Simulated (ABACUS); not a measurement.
Si2Mo, 3 atoms in the cell. It takes space group I4/mmm (No. 139, tetragonal). Conventional cell: a = 3.200 Å, b = 3.200 Å, c = 7.861 Å, α = 90.00°, β = 90.00°, γ = 90.00°. Mo (site symmetry 4/mmm) has 10 Si at 2.62 Å as nearest neighbours. Around Si (site symmetry 4mm) lie 5 Si at 2.61 to 2.63 Å and 5 Mo at 2.62 Å. 

| Property | Result |
| --- | --- |
| Program | ABACUS 3.10.1 |
| Task | relaxation of cell and atoms |
| Functional | PBE |
| Dispersion | D3(BJ) |
| Potentials or basis | PseudoDojo NC SR 0.4.1 PBE standard |
| Cutoff | 1102 eV |
| Density cutoff | 4408 eV |
| Basis | plane waves |
| k mesh | 8 × 8 × 8 |
| Occupations | fermi-dirac, width 0.05 eV |
| Spin | no spin polarisation |
| Target pressure | 5 GPa |
| Radial cutoff of the potentials (pseudo_rcut) | 7 bohr |
| Max steps of the relaxation | 60 |
| Force threshold | 0.01 eV/Å |
| Optimiser | cg |
| Stress threshold | 0.5 kbar |
| SCF threshold on the density | 1e-08 |
| Max SCF steps | 100 |
| Eigensolver | dav |
| Mixing | broyden |
| Mixing share | 0.7 |
| Symmetry key | 1 |

Potentials or basis: PseudoDojo NC SR 0.4.1 PBE standard, plane waves.

The run is started by

```sh
$ OMP_NUM_THREADS=1 mpirun -np 4 abacus > log
```

Hardware: 4 MPI ranks on Intel(R) Xeon(R) 6975P-C (Granite Rapids), on a shared host.

**Question.** How long does it take, and how much memory?

**Answer.** It took 2.8 min on 4 MPI ranks on Intel(R) Xeon(R) 6975P-C (Granite Rapids), on a shared host, peak memory 0.48 GiB a rank. Counts: scf iterations 74, k points 59, bands 15, ion steps 13, ranks 4.
